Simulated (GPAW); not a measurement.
HfB2:

```
CELL_PARAMETERS angstrom
3.14000 0.00000 0.00000
-1.57000 2.71932 0.00000
0.00000 0.00000 3.48000
ATOMIC_POSITIONS crystal
Hf 0.00000 0.00000 0.00000
B 0.66667 0.33333 0.50000
B 0.33333 0.66667 0.50000
```

- Program: GPAW 26.7.0
- Task: relaxation of cell and atoms
- Functional: PBEsol
- Dispersion: D4
- Potentials or basis: PAW data sets generated in the run's folder for this functional
- Cutoff: 800 eV
- Basis: pw
- k mesh: 7 × 7 × 6
- Occupations: fermi-dirac, width 0.05 eV
- Spin: no spin polarisation

At the start: pressure -6.7 GPa; volume 9.90 Å³/atom.

**Question.** Where does the relaxation end?

**Answer.** Over 6 steps the energy falls by 5.7 meV/atom and the volume is 9.65 Å³/atom (-2.6 %); space group P6/mmm (No. 191, to 0.05 Å).

The path:
```tsv
step	energy change (eV)	largest force (eV/Å)	pressure (GPa)	volume (Å³)
1	0.0000	0.0000	-6.72	29.71
2	-0.0066	0.0000	-5.27	29.54
3	-0.0165	0.0000	0.29	28.91
4	-0.0166	0.0000	0.15	28.93
5	-0.0171	0.0000	-0.18	28.95
6	-0.0171	0.0000	-0.07	28.94
```

Final structure:
```xyz
3
Lattice="3.1210 0.0000 0.0000 -1.5605 2.7029 0.0000 0.0000 0.0000 3.4306" Properties=species:S:1:pos:R:3 pbc="T T T"
Hf    0.0000    0.0000    0.0000
B     1.5605    0.9010    1.7153
B     0.0000    1.8019    1.7153
```

Caveat: later steps reuse the first step's grids; pairwise dispersion overbinds metals, which lowers pressure and volume.
